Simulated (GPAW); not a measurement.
# ZnS (Wurtzite-2H) (P6_3mc) in GPAW: a series of runs

One crystal, ZnS (Wurtzite-2H), is run at these levels: PBE, MS2; tasks: band structure.

All numbers are computed with GPAW 26.7.0; they aren't measurements. Logs are shortened: lines on timing, memory, paths and dates and some standing lists are left out, and cuts for length are marked. The log counts tension as positive stress, the text compression.

**The experiment to reproduce.**

From a printed reference work, monograph, for a bulk crystal of ZnS at 4 K: band gap 3.911 eV (direct).

The runs below are set against these values where they give the same quantity.

**1. The crystal as given**

It takes space group P6_3mc (No. 186, hexagonal). Conventional cell: a = 3.811 Å, b = 3.811 Å, c = 6.234 Å, α = 90.00°, β = 90.00°, γ = 120.00°. Zn (site symmetry 3m) is surrounded by 4 S at 2.31 to 2.40 Å. Around S (site symmetry 3m) lie 4 Zn at 2.31 to 2.40 Å.

**2. Band structure, PBE**

run.py reads:

```python
from ase.dft.bandgap import bandgap
from ase.io import read, write
from ase.units import GPa
from gpaw import GPAW, PW, setup_paths

setup_paths.insert(0, '.')

atoms = read('ZnS.xyz')

calc = GPAW(mode=PW(600),
            xc='PBE',
            kpts={'size': (6, 6, 3), 'gamma': True},
            occupations={'name': 'fermi-dirac', 'width': 0.05},
            nbands=31,
            convergence={'density': 1e-05, 'energy': 1e-05},
            maxiter=150,
            txt='gpaw.txt')
atoms.calc = calc
energy = atoms.get_potential_energy()
forces = atoms.get_forces()
stress = atoms.get_stress()
calc.write('gs.gpw')
write('result.traj', atoms)
print(f'Energy: {energy:.6f} eV')
print('Forces (eV/A):')
print(forces.round(4))
print('Stress (GPa):', (stress / GPa).round(3))
print('Fermi level:', round(calc.get_fermi_level(), 4), 'eV')
print(f'Gap: {bandgap(calc)[0]:.4f} eV, direct: {bandgap(calc, direct=True)[0]:.4f} eV')

path = atoms.cell.bandpath('GMKGALHA,LM,KH', npoints=80, eps=1e-4)
bs_calc = calc.fixed_density(kpts=path, symmetry='off', nbands=48,
                             convergence={'bands': 'CBM+6.0', 'eigenstates': 1e-6}, txt='bands.txt')
bs = bs_calc.band_structure()
bs.write('bs.json')
print(f'Gap on the path: {bandgap(bs_calc)[0]:.4f} eV')
```

ZnS.xyz reads:

```xyz
4
Lattice="3.8110000000 0.0000000000 0.0000000000 -1.9055000000 3.3004228138 0.0000000000 0.0000000000 0.0000000000 6.2340000000" Properties=species:S:1:pos:R:3 pbc="T T T"
Zn     1.9055000002      1.1001409378      3.1170000000
Zn    -0.0000000002      2.2002818760      0.0000000000
S      1.9055000002      1.1001409378      5.5170900000
S     -0.0000000002      2.2002818760      2.4000900000
```

Potentials or basis: PAW data sets generated in the run's folder for this functional, pw.

On the command line:

```sh
$ gpaw-setup -f PBE S Zn
$ OMP_NUM_THREADS=1 python run.py
```

gpaw.txt:

```text
__  _  _
 | _ |_)|_||  |
 |__||  | ||/\| - 26.7.0

Input parameters:
  mode=PW(ecut=600.0),
  convergence={'density': 1e-05, 'energy': 1e-05},
  kpts=MonkhorstPack(size=(6, 6, 3), gamma=True),
  maxiter=150,
  nbands=31,
  occupations=Occupations(name='fermi-dirac', width=0.05),
  xc=XC(name='PBE')

Diagonalizing LCAO Hamiltonian
Converting LCAO to pw mode

            S

            Zn
        S

        Zn

Atoms  # Å, Bohr magnetons
|   | symbol |         x |        y |        z |    initial magnetic moments |
|---|--------|-----------|----------|----------|-----------------------------|
| 0 |     Zn |  1.905500 | 1.100141 | 3.117000 | ( 0.0000,  0.0000,  0.0000) |
| 1 |     Zn | -0.000000 | 2.200282 | 0.000000 | ( 0.0000,  0.0000,  0.0000) |
| 2 |      S |  1.905500 | 1.100141 | 5.517090 | ( 0.0000,  0.0000,  0.0000) |
| 3 |      S | -0.000000 | 2.200282 | 2.400090 | ( 0.0000,  0.0000,  0.0000) |

Unit cell  # Å
| periodic |         x |        y |        z |  lengths |     angles |
|----------|-----------|----------|----------|----------|------------|
|      yes |  3.811000 | 0.000000 | 0.000000 | 3.811000 |  90.000000 |
|      yes | -1.905500 | 3.300423 | 0.000000 | 3.811000 |  90.000000 |
|      yes |  0.000000 | 0.000000 | 6.234000 | 6.234000 | 120.000000 |

Number of symmetries: 6
Symmetry operations  # r_c * U_cc + t_c -> r_c
|   | kind |            matrix            |
|---|------|------------------------------|
| 0 |  σ   |  1, 1, 0,  0,-1, 0,  0, 0, 1 |
| 1 |  E   |  1, 0, 0,  0, 1, 0,  0, 0, 1 |
| 2 |  C3  |  0, 1, 0, -1,-1, 0,  0, 0, 1 |
| 3 |  σ   |  0,-1, 0, -1, 0, 0,  0, 0, 1 |
| 4 |  σ   | -1, 0, 0,  1, 1, 0,  0, 0, 1 |
| 5 |  C3  | -1,-1, 0,  1, 0, 0,  0, 0, 1 |

BZ-sampling:
  Number of BZ points: 108
  Number of IBZ points: 17

  Monkhorst-Pack size: [6, 6, 3]
  Monkhorst-Pack shift: [0.08333333333333333, 0.08333333333333333, 0.0]

K-points  # in reciprocal-cell coordinates
|     |                                coordinates |     weight |
|-----|--------------------------------------------|------------|
|   0 | (  0.00000000,   0.00000000,   0.00000000) | 0.00925926 |
|   1 | (  0.00000000,   0.00000000,   0.33333333) | 0.01851852 |
|   2 | (  0.16666667,   0.00000000,  -0.33333333) | 0.05555556 |
|   3 | (  0.16666667,   0.00000000,   0.00000000) | 0.05555556 |
|   4 | (  0.16666667,   0.00000000,   0.33333333) | 0.05555556 |
|   5 | (  0.33333333,  -0.16666667,   0.00000000) | 0.05555556 |
|   6 | (  0.33333333,  -0.16666667,   0.33333333) | 0.11111111 |
|   7 | (  0.33333333,   0.00000000,  -0.33333333) | 0.05555556 |
|   8 | (  0.33333333,   0.00000000,   0.00000000) | 0.05555556 |
|   9 | (  0.33333333,   0.00000000,   0.33333333) | 0.05555556 |
| ... |                                            |            |
|  16 | (  0.50000000,   0.50000000,   0.33333333) | 0.05555556 |

Plane wave coefficients: 2641
Cutoff: 600.0 eV

Spin-components: 1 (collinear spins)
Bands:           31
Projectors:      22
Spin-degeneracy: 2
Datatype:        complex128

Parallelization:
  kpt:    1
  domain: 1
  band:   1

Density:
  Valence electrons: 36.0
  Components: 1
  Grid points: [24 24 36]
  Charge: 0.0  # |e|

Potential:
  Grid points: [24 24 36]

species:
  Zn:
    name:    Zinc
    Z:       30.0
    valence: 12
    core:    18
    charge:  0.0  # [|e|]
    compensation charges:
      type: gauss
      rc: 0.37  # [Å]
      lmax: 2
    cutoffs:
      filter: 2.14  # [Å]
      core: 2.28  # [Å]
    projectors
    | kind |    occ | energy [eV] | rcut [Å] |
    |------|--------|-------------|----------|
    |   4s |  2.000 |      -5.977 |    1.286 |
    |   4p |  0.000 |      -1.117 |    1.270 |
    |   3d | 10.000 |     -10.142 |    1.180 |
    |    s |        |      21.234 |    1.286 |
    |    p |        |      26.095 |    1.270 |
    |    d |        |      17.070 |    1.180 |

    Using partial waves for Zn as LCAO basis

  S:
    name:    Sulfur
    Z:       16.0
    valence: 6
    core:    10
    charge:  0.0  # [|e|]
    compensation charges:
      type: gauss
      rc: 0.24  # [Å]
      lmax: 2
    cutoffs:
      filter: 1.77  # [Å]
      core: 1.66  # [Å]
    projectors
    | kind |    occ | energy [eV] | rcut [Å] |
    |------|--------|-------------|----------|
    |   3s |  2.000 |     -17.254 |    0.974 |
    |   3p |  4.000 |      -7.008 |    0.979 |
    |    s |        |       9.957 |    0.974 |
    |    p |        |      20.203 |    0.979 |
    |    d |        |       0.000 |    0.900 |

    Using partial waves for S as LCAO basis

Reference energy: -119437.895128  # eV

eigensolver:
  PPCG
  Converge bands: occupied
  niter=2

density mixing:
  MSR1-Mixer
  Pratt-step length: 0.05
  Maximum mixing coefficient: 0.75
  Old densities: 10
  SVD Regularization: 0.005
  Good broyden scale: 1.0
  Trust region scale: 1.0
  Backstep threshold: 4.0
  History deletion threshold: 6.0
  Fourier metric: weight=20.0, sigma=0.015

occupation numbers:
  Fermi-Dirac:
    width: 0.0500  # eV

poisson solver:
  ecut: 4800.0  # eV

xc functional:
  name: PBE with 2 nearest neighbor stencil

convergence criteria:
- Maximum integral of absolute [dens]ity change: 1e-05 electrons / valence electron
- Maximum [total energy] change in last 3 cyles: 1e-05 eV / valence electron
- Maximum integral of absolute [eigenst]ate change: 4e-08 eV^2 / valence electron
maximum number of iterations: 150

SCF iterations
|iter     | |      energy | eigst |  dens |
|---------|-|-------------|-------|-------|
|iter:   1| |  -14.533074 | +0.09 |       |
|iter:   2| |  -14.368384 | -1.52 | -1.18 |
|iter:   3| |  -13.793861 | -1.36 | -1.23 |
|iter:   4| |  -13.796138 | -2.51 | -1.80 |
|iter:   5| |  -13.799427 | -3.54 | -2.23 |
|iter:   6| |  -13.799329 | -4.14 | -2.98 |
|iter:   7| |  -13.799385c| -4.93 | -3.50 |
|iter:   8| |  -13.799400c| -5.69 | -3.85 |
|iter:   9| |  -13.799400c| -7.84c| -4.91 |
|iter:  10| |  -13.799400c| -8.92c| -5.34c|

Converged in 10 steps
Energy contributions relative to reference atoms: (reference = -119437.895128)

Energy contributions:
  Kinetic:          23.166511
  Coulomb:         -19.524006
  Zero:              0.108047
  External:          0.000000
  Xc:              -17.549952
  Entropy:          -0.000000
  Spinorbit:         0.000000
  ----------------------------
  Free energy:     -13.799400
  Extrapolated:    -13.799400

dipole moment: (-0.000005, 0.000003, -7.474110)  # |e|*Ang

Fermi level: 4.816
Eigenvalues  # (at kpt = [0.000, 0.000, 0.000])
| band index |      eig [eV] | occ [0-2] |
|------------|---------------|-----------|
|          0 |        -9.372 |     2.000 |
|        ... |               |           |
|         10 |        -1.971 |     2.000 |
|         11 |        -1.813 |     2.000 |
|         12 |        -1.338 |     2.000 |
|         13 |         2.964 |     2.000 |
|         14 |         2.964 |     2.000 |
|         15 |         3.810 |     2.000 |
[... 8 lines left out ...]
|         24 |        11.402 |     0.000 |
|         25 |        13.118 |     0.000 |
|        ... |               |           |
|         30 |        16.198 |     0.000 |

Gap: 2.242 eV
Transition (v -> c):
  (s=0, k=0, n=17, [0.00, 0.00, 0.00]) -> (s=0, k=0, n=18, [0.00, 0.00, 0.00])
No difference between direct/indirect transitions

Forces  # eV/Ang
|        x |        y |        z |
|----------|----------|----------|
|  0.00000 |  0.00000 |  0.32927 |  # Zn   0
|  0.00000 |  0.00000 |  0.32898 |  # Zn   1
| -0.00000 |  0.00000 | -0.32955 |  # S    2
|  0.00000 | -0.00000 | -0.32874 |  # S    3

Stress tensor  # eV/Ang^3
|         x |         y |         z |
|-----------|-----------|-----------|
| -0.019292 |  0.000000 |  0.000000 |
|  0.000000 | -0.019292 |  0.000000 |
|  0.000000 |  0.000000 | -0.005950 |

# Writing to gs.gpw (mode='')
```

Wall time 64 s (1 thread of AMD EPYC 9R45 (Zen 5), shared host); peak memory 0.44 GiB.

Results:

- Free energy: -13.7994 eV
- Pressure: 2.4 GPa
- Largest force: 0.330 eV/Å
- Band gap on the k mesh: 2.24 eV, direct
- Band gap along the path: 2.24 eV, direct

Forces on the atoms (eV/Å):
```
Zn   0.000  0.000  0.329
Zn   0.000  0.000  0.329
S    0.000  0.000 -0.330
S    0.000  0.000 -0.329
```

Stress tensor (GPa, compression positive):
```
3.09 0.00 0.00
0.00 3.09 0.00
0.00 0.00 0.95
```

Levels at the corners of the path, in eV from the valence-band top:
```
point  band 16  band 17  band 18  band 19  band 20  band 21
    Γ    -0.01    -0.01     0.00     2.24     2.99     6.28
    M    -2.25    -1.56    -0.98     3.61     4.26     5.17
    K    -2.21    -2.21    -2.21     4.46     5.91     5.91
    Γ    -0.01    -0.01     0.00     2.24     2.99     6.28
    A    -0.45    -0.45    -0.45     3.51     3.51     6.70
    L    -1.66    -1.53    -1.53     3.61     3.61     5.13
    H    -3.11    -1.25    -1.25     4.53     4.53     6.47
    A    -0.45    -0.45    -0.45     3.51     3.51     6.70
    L    -1.66    -1.53    -1.53     3.61     3.61     5.13
    M    -2.25    -1.56    -0.98     3.61     4.26     5.17
    K    -2.21    -2.21    -2.21     4.46     5.91     5.91
    H    -3.11    -1.25    -1.25     4.53     4.53     6.47
```

[end of part 1 of 2]
